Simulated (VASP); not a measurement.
# ZnS (F-43m) in VASP: further runs, part 2 of 2

VASP 6.6.1. Earlier steps stand in the parts before.

### 4 Band structure, HF

POSCAR

```
ZnS
1.0
    0.0000000000      2.7020000000      2.7020000000
    2.7020000000      0.0000000000      2.7020000000
    2.7020000000      2.7020000000      0.0000000000
Zn S
1 1
Direct
    0.7500000000      0.7500000000      0.7500000000
    0.0000000000      0.0000000000      0.0000000000
```

INCAR.step1

```
SYSTEM = ZnS
ALGO     = Normal         ! electronic algorithm
EDIFF    = 1E-5           ! SCF threshold, eV
ENCUT    = 520            ! plane-wave cutoff, eV
GGA      = PE             ! functional
ISIF     = 2              ! what is computed and relaxed
ISMEAR   = -1             ! smearing method
LASPH    = .True.         ! aspherical terms in the spheres
LCHARG   = .False.        ! write CHGCAR
LREAL    = .False.        ! projectors in reciprocal space
LWAVE    = .True.         ! write WAVECAR
NBANDS   = 16             ! bands
NELM     = 100            ! most SCF steps
PREC     = Accurate       ! precision mode
SIGMA    = 0.05           ! smearing width, eV
```

INCAR.step2

```
SYSTEM = ZnS
AEXX     = 1.0            ! exact-exchange fraction
AGGAC    = 0.0          
ALDAC    = 0.0          
ALGO     = Normal         ! electronic algorithm
EDIFF    = 1E-6           ! SCF threshold, eV
ENCUT    = 520            ! plane-wave cutoff, eV
GGA      = PE             ! functional
HFRCUT   = -1           
ISIF     = 2              ! what is computed and relaxed
ISMEAR   = -1             ! smearing method
ISTART   = 1            
LASPH    = .True.         ! aspherical terms in the spheres
LCHARG   = .False.        ! write CHGCAR
LHFCALC  = .True.         ! exact exchange
LREAL    = .False.        ! projectors in reciprocal space
LWAVE    = .False.        ! write WAVECAR
NBANDS   = 16             ! bands
NELM     = 100            ! most SCF steps
PREC     = Accurate       ! precision mode
PRECFOCK = Fast         
SIGMA    = 0.05           ! smearing width, eV
```

KPOINTS

```
k-points
0
Gamma
  5 5 5
  0 0 0
```

KPOINTS_OPT

```
path GXWKGLUWLK,UX
8
line-mode
reciprocal
 0.0000000000  0.0000000000  0.0000000000  G
 0.5000000000  0.0000000000  0.5000000000  X

 0.5000000000  0.0000000000  0.5000000000  X
 0.5000000000  0.2500000000  0.7500000000  W

 0.5000000000  0.2500000000  0.7500000000  W
 0.3750000000  0.3750000000  0.7500000000  K

 0.3750000000  0.3750000000  0.7500000000  K
 0.0000000000  0.0000000000  0.0000000000  G

 0.0000000000  0.0000000000  0.0000000000  G
 0.5000000000  0.5000000000  0.5000000000  L

 0.5000000000  0.5000000000  0.5000000000  L
 0.6250000000  0.2500000000  0.6250000000  U

 0.6250000000  0.2500000000  0.6250000000  U
 0.5000000000  0.2500000000  0.7500000000  W

 0.5000000000  0.2500000000  0.7500000000  W
 0.5000000000  0.5000000000  0.5000000000  L

 0.5000000000  0.5000000000  0.5000000000  L
 0.3750000000  0.3750000000  0.7500000000  K

 0.6250000000  0.2500000000  0.6250000000  U
 0.5000000000  0.0000000000  0.5000000000  X
```

Potentials or basis: VASP PAW PBE potentials, release 64 (Zn, S).

On the command line:

```console
$ cat potpaw_PBE.64/Zn/POTCAR potpaw_PBE.64/S/POTCAR > POTCAR
$ cp INCAR.step1 INCAR
$ mpirun -np 1 vasp_std > vasp.out
$ cp INCAR.step2 INCAR
$ mpirun -np 1 vasp_std > vasp.out
```

OUTCAR:

```text
SYSTEM = ZnS
   AEXX = 1.0
   EDIFF = 1E-6
   ENCUT = 520
   GGA = PE
   ISIF = 2
   ISMEAR = -1
   ISTART = 1
   LASPH = .True.
   LHFCALC = .True.
   LREAL = .False.
   NELM = 100
   PREC = Accurate
   PRECFOCK = Fast

 ion  position               nearest neighbor table
   1  0.750  0.750  0.750-   2 2.34   2 2.34   2 2.34   2 2.34
   2  0.000  0.000  0.000-   1 2.34   1 2.34   1 2.34   1 2.34

  LATTYP: Found a face centered cubic cell.
 ALAT       =     5.4040000000

  Lattice vectors:

 A1 = (   0.0000000000,   2.7020000000,   2.7020000000)
 A2 = (   2.7020000000,   0.0000000000,   2.7020000000)
 A3 = (   2.7020000000,   2.7020000000,   0.0000000000)

Analysis of symmetry for initial positions (statically):
=====================================================================
 Subroutine PRICEL returns:
 Original cell was already a primitive cell.

 Routine SETGRP: Setting up the symmetry group for a
 face centered cubic supercell.

 Subroutine GETGRP returns: Found 24 space group operations
 (whereof 24 operations were pure point group operations)
 out of a pool of 48 trial point group operations.

The static configuration has the point symmetry T_d .

[... 152 lines left out ...]

 E-fermi :   0.0021     XC(G=0):   0.0000

 val. band max:       -1.1018310354   @ k =   0.0000   0.0000   0.0000
 cond. band min:       9.1278828753   @ k =   0.0000   0.0000   0.0000
 fundamental gap:     10.2297139108
 Fermi energy:         0.0021307253

 k-point     1 :       0.0000    0.0000    0.0000
  band No.  band energies     occupation
      1     -18.9591      2.00000
      2     -13.9017      2.00000
      3     -13.9016      2.00000
      4     -13.9016      2.00000
      5     -13.5209      2.00000
      6     -13.5209      2.00000
[... 167 lines left out ...]
      3     -13.7292      2.00000
      4     -13.5849      2.00000
      5     -13.5094      2.00000
      6     -12.9815      2.00000
[... 8 lines left out ...]
     15      21.6624      0.00000
     16      24.6256      0.00000

------------------------ aborting loop because EDIFF is reached ----------------------------------------

  FORCE on cell =-STRESS in cart. coord.  units (eV):
  Direction    XX          YY          ZZ          XY          YZ          ZX
  --------------------------------------------------------------------------------------
  -------------------------------------------------------------------------------------
  Total        2.0173846      2.0173846      2.0173846      0.0000000      0.0000000     -0.0000000
  in kB       81.9243951     81.9243951     81.9243951      0.0000000      0.0000000     -0.0000000
  external PRESSURE =      81.9243951 kB  Pullay stress =       0.0000000 kB

 VOLUME and BASIS-vectors are now :
 -----------------------------------------------------------------------------
  energy-cutoff  :      520.00
  volume of cell :       39.45
      direct lattice vectors                 reciprocal lattice vectors
     0.000000000  2.702000000  2.702000000    -0.185048113  0.185048113  0.185048113
     2.702000000  0.000000000  2.702000000     0.185048113 -0.185048113  0.185048113
     2.702000000  2.702000000  0.000000000     0.185048113  0.185048113 -0.185048113

 POSITION                                       TOTAL-FORCE (eV/Angst)
 -----------------------------------------------------------------------------------
      4.05300      4.05300      4.05300        -0.000000     -0.000000     -0.000000
      0.00000      0.00000      0.00000         0.000000      0.000000      0.000000
 -----------------------------------------------------------------------------------
    total drift:                                0.000094      0.000049      0.000043

  FREE ENERGIE OF THE ION-ELECTRON SYSTEM (eV)
  ---------------------------------------------------
  free  energy   TOTEN  =       -13.6188873808 eV

  energy  without entropy=      -13.6188873808  energy(sigma->0) =      -13.61888738
```

OSZICAR.step1:

```text
N       E                     dE             d eps       ncg     rms          rms(c)
DAV:   1     0.781835708034E+02    0.78184E+02   -0.85764E+03   328   0.132E+03
DAV:   2    -0.236477416983E+01   -0.80548E+02   -0.74402E+02   368   0.255E+02
DAV:   3    -0.722362526589E+01   -0.48589E+01   -0.48320E+01   400   0.584E+01
DAV:   4    -0.726705339615E+01   -0.43428E-01   -0.43421E-01   384   0.571E+00
DAV:   5    -0.726749698950E+01   -0.44359E-03   -0.44357E-03   408   0.567E-01    0.684E+00
DAV:   6    -0.685676124867E+01    0.41074E+00   -0.73891E-01   472   0.301E+01    0.535E+00
DAV:   7    -0.683603048160E+01    0.20731E-01   -0.25567E-01   368   0.452E+00    0.273E+00
DAV:   8    -0.683539854220E+01    0.63194E-03   -0.52800E-03   432   0.870E-01    0.733E-01
DAV:   9    -0.683565565045E+01   -0.25711E-03   -0.12656E-03   352   0.286E-01    0.970E-02
DAV:  10    -0.683582884178E+01   -0.17319E-03   -0.23393E-04   368   0.136E-01    0.465E-02
DAV:  11    -0.683582040517E+01    0.84366E-05   -0.34644E-05   392   0.777E-02
   1 F= -.68358204E+01 E0= -.68358204E+01  d E =-.672630E-10
```

Run time: 13 min. Hardware: 1 thread of Intel Xeon 6975P-C (Granite Rapids), shared host; peak memory 0.21 GiB.

Results:

```yaml
Free_energy: -13.6189 eV
Pressure: 8.2 GPa
Band_gap_on_the_k_mesh: 10.23 eV, direct
Band_gap_along_the_path: 10.23 eV, direct
```

Levels at the corners of the path, in eV from the valence-band top:
```
point  band 5  band 6  band 7  band 8  band 9  band 10  band 11  band 12  band 13  band 14
    Γ  -12.42  -12.42    0.00    0.00    0.00    10.23    14.80    14.80    14.80    20.73
    X  -12.37  -11.90   -5.88   -2.68   -2.68    10.57    12.05    20.55    22.01    22.02
    X  -12.37  -11.90   -5.88   -2.68   -2.68    10.57    12.05    20.55    22.01    22.01
    W  -12.42  -11.76   -5.42   -3.59   -3.18    13.23    15.28    16.22    16.54    22.52
    W  -12.42  -11.76   -5.42   -3.59   -3.18    13.23    15.28    16.22    16.54    22.53
    K  -12.40  -11.81   -5.58   -3.92   -2.19    11.70    14.41    18.20    18.90    20.05
    K  -12.40  -11.81   -5.58   -3.92   -2.19    11.70    14.41    18.20    18.90    20.05
    Γ  -12.42  -12.42    0.00    0.00    0.00    10.23    14.80    14.80    14.80    20.73
    Γ  -12.42  -12.42    0.00    0.00    0.00    10.23    14.80    14.80    14.80    20.73
    L  -12.41  -12.05   -6.48   -1.03   -1.03    11.51    15.16    15.16    17.31    21.34
    L  -12.41  -12.05   -6.48   -1.03   -1.03    11.51    15.16    15.16    17.31    21.34
    U  -12.40  -11.81   -5.58   -3.92   -2.19    11.70    14.41    18.20    18.90    20.05
    U  -12.40  -11.81   -5.58   -3.92   -2.19    11.70    14.41    18.20    18.90    20.05
    W  -12.42  -11.76   -5.42   -3.59   -3.18    13.23    15.28    16.22    16.54    22.53
    W  -12.42  -11.76   -5.42   -3.59   -3.18    13.23    15.28    16.22    16.54    22.52
    L  -12.41  -12.05   -6.48   -1.03   -1.03    11.51    15.16    15.16    17.31    21.34
    L  -12.41  -12.05   -6.48   -1.03   -1.03    11.51    15.16    15.16    17.31    21.34
    K  -12.40  -11.81   -5.58   -3.92   -2.19    11.70    14.41    18.20    18.90    20.05
    U  -12.40  -11.81   -5.58   -3.92   -2.19    11.70    14.41    18.20    18.90    20.05
    X  -12.37  -11.90   -5.88   -2.68   -2.68    10.57    12.05    20.55    22.01    22.02
```

Caveat: the PAW data sets were made with another functional, which shifts forces and pressure a little.

### 5 Band structure, PBE

POSCAR is that of step 4.

INCAR.step1

```
  ALGO = Normal
  EDIFF = 1E-7
  ENCUT = 520
  GGA = PE
  ISIF = 2
  ISMEAR = -1
  LASPH = T
  LCHARG = T
  LREAL = F
  LWAVE = F
  NELM = 80
  PREC = Accurate
  SIGMA = 0.05
```

KPOINTS.step1

```
k-points
0
Gamma
  9 9 9
```

INCAR.step2

```
  ALGO = Normal
  EDIFF = 1E-7
  ENCUT = 520
  GGA = PE
  ICHARG = 11
  ISIF = 2
  ISMEAR = 0
  LASPH = T
  LCHARG = F
  LREAL = F
  LWAVE = F
  NELM = 80
  PREC = Accurate
  SIGMA = 0.05
```

KPOINTS.step2

```
path GXWKGLUWLK,UX
20
line-mode
reciprocal
 0.0000000000  0.0000000000  0.0000000000  G
 0.5000000000  0.0000000000  0.5000000000  X

 0.5000000000  0.0000000000  0.5000000000  X
 0.5000000000  0.2500000000  0.7500000000  W

 0.5000000000  0.2500000000  0.7500000000  W
 0.3750000000  0.3750000000  0.7500000000  K

 0.3750000000  0.3750000000  0.7500000000  K
 0.0000000000  0.0000000000  0.0000000000  G

 0.0000000000  0.0000000000  0.0000000000  G
 0.5000000000  0.5000000000  0.5000000000  L

 0.5000000000  0.5000000000  0.5000000000  L
 0.6250000000  0.2500000000  0.6250000000  U

 0.6250000000  0.2500000000  0.6250000000  U
 0.5000000000  0.2500000000  0.7500000000  W

 0.5000000000  0.2500000000  0.7500000000  W
 0.5000000000  0.5000000000  0.5000000000  L

 0.5000000000  0.5000000000  0.5000000000  L
 0.3750000000  0.3750000000  0.7500000000  K

 0.6250000000  0.2500000000  0.6250000000  U
 0.5000000000  0.0000000000  0.5000000000  X
```

On the command line:

```console
$ cat potpaw_PBE.64/Zn/POTCAR potpaw_PBE.64/S/POTCAR > POTCAR
$ cp INCAR.step1 INCAR
$ cp KPOINTS.step1 KPOINTS
$ mpirun -np 1 vasp_std > vasp.out
$ cp INCAR.step2 INCAR
$ cp KPOINTS.step2 KPOINTS
$ mpirun -np 1 vasp_std > vasp.out
```

Run time: 40 s. Hardware: 1 thread of Intel Xeon 6975P-C (Granite Rapids), shared host; peak memory 0.23 GiB.

Results (log left out):

```
Band gap on the k mesh  : 2.11 eV, direct
Band gap along the path : 2.11 eV, direct
```

Levels at the corners of the path, in eV from the valence-band top:
| point | band 6 | band 7 | band 8 | band 9 | band 10 | band 11 | band 12 | band 13 |
| --- | --- | --- | --- | --- | --- | --- | --- | --- |
| Γ | -5.84 | 0.00 | 0.00 | 0.00 | 2.11 | 6.40 | 6.40 | 6.40 |
| X | -5.62 | -4.56 | -2.22 | -2.22 | 3.41 | 4.08 | 10.98 | 11.97 |
| X | -5.62 | -4.56 | -2.22 | -2.22 | 3.41 | 4.08 | 10.98 | 11.97 |
| W | -5.44 | -4.59 | -2.75 | -2.71 | 5.71 | 6.04 | 7.88 | 8.24 |
| W | -5.44 | -4.59 | -2.75 | -2.71 | 5.71 | 6.04 | 7.88 | 8.24 |
| K | -5.49 | -4.62 | -3.11 | -1.80 | 4.13 | 5.97 | 9.40 | 9.79 |
| K | -5.49 | -4.62 | -3.11 | -1.80 | 4.13 | 5.97 | 9.40 | 9.79 |
| Γ | -5.84 | 0.00 | 0.00 | 0.00 | 2.11 | 6.40 | 6.40 | 6.40 |
| Γ | -5.84 | 0.00 | 0.00 | 0.00 | 2.11 | 6.40 | 6.40 | 6.40 |
| L | -5.64 | -5.29 | -0.87 | -0.87 | 3.31 | 6.93 | 6.93 | 8.88 |
| L | -5.64 | -5.29 | -0.87 | -0.87 | 3.31 | 6.93 | 6.93 | 8.88 |
| U | -5.49 | -4.62 | -3.11 | -1.80 | 4.13 | 5.97 | 9.40 | 9.79 |
| U | -5.49 | -4.62 | -3.11 | -1.80 | 4.13 | 5.97 | 9.40 | 9.79 |
| W | -5.44 | -4.59 | -2.75 | -2.71 | 5.71 | 6.04 | 7.88 | 8.24 |
| W | -5.44 | -4.59 | -2.75 | -2.71 | 5.71 | 6.04 | 7.88 | 8.24 |
| L | -5.64 | -5.29 | -0.87 | -0.87 | 3.31 | 6.93 | 6.93 | 8.88 |
| L | -5.64 | -5.29 | -0.87 | -0.87 | 3.31 | 6.93 | 6.93 | 8.88 |
| K | -5.49 | -4.62 | -3.11 | -1.80 | 4.13 | 5.97 | 9.40 | 9.79 |
| U | -5.49 | -4.62 | -3.11 | -1.80 | 4.13 | 5.97 | 9.40 | 9.79 |
| X | -5.62 | -4.56 | -2.22 | -2.22 | 3.41 | 4.08 | 10.98 | 11.97 |

Caveat: the log is that of the step along the path at fixed density, whose energy, stress, charges and moments have no meaning.

### 6 Overview

```tsv
level	potentials or basis	k mesh	cutoff (eV)	grid for exact exchange (PRECFOCK)	exchange at q = 0	gap on the mesh (eV)	pressure (GPa)
PBE	VASP PAW PBE potentials, release 54 (Zn, S)	9 × 9 × 9	500	-	-	2.11	1.8
HF	VASP PAW PBE potentials, release 64 (Zn, S)	5 × 5 × 5	520	Fast	truncated	10.23	8.2
PBE	VASP PAW PBE potentials, release 64 (Zn, S)	9 × 9 × 9	520	-	-	2.11	-
```

Alike in all rows: task band structure; no spin polarisation; cell as given; smearing fermi-dirac 0.05 eV.

Caveats: the PAW data sets were made with another functional, which shifts forces and pressure a little (some runs).

Total energies depend on the potentials used, so only differences within one code and one set of settings carry meaning.

### 7 How close it comes

Step 2. Measured gap of ZnS: 3.85 eV (direct; 19 K; quoted in “Electronic, vibrational, and thermodynamic properties of ZnS (zincblende and rocksalt structure)”, 2009, arxiv:0911.5022). This calculation gives 2.11 eV (-1.74 eV). The value is that of PBE, without temperature or zero-point motion. Semilocal functionals fall short of measured gaps as a rule.

Step 4. Against the measured gap of ZnS, 3.85 eV (direct; 19 K; quoted in “Electronic, vibrational, and thermodynamic properties of ZnS (zincblende and rocksalt structure)”, 2009, arxiv:0911.5022), the calculated 10.23 eV is off by +6.38 eV. So large a miss can be the level of theory's own, or it may mean another phase, state or a wrong row. The value is that of HF, without temperature or zero-point motion.

Step 5. Measured gap of ZnS: 3.85 eV (direct; 19 K; quoted in “Electronic, vibrational, and thermodynamic properties of ZnS (zincblende and rocksalt structure)”, 2009, arxiv:0911.5022). This calculation gives 2.11 eV (-1.74 eV). The value is that of PBE, without temperature or zero-point motion. Semilocal functionals fall short of measured gaps as a rule.
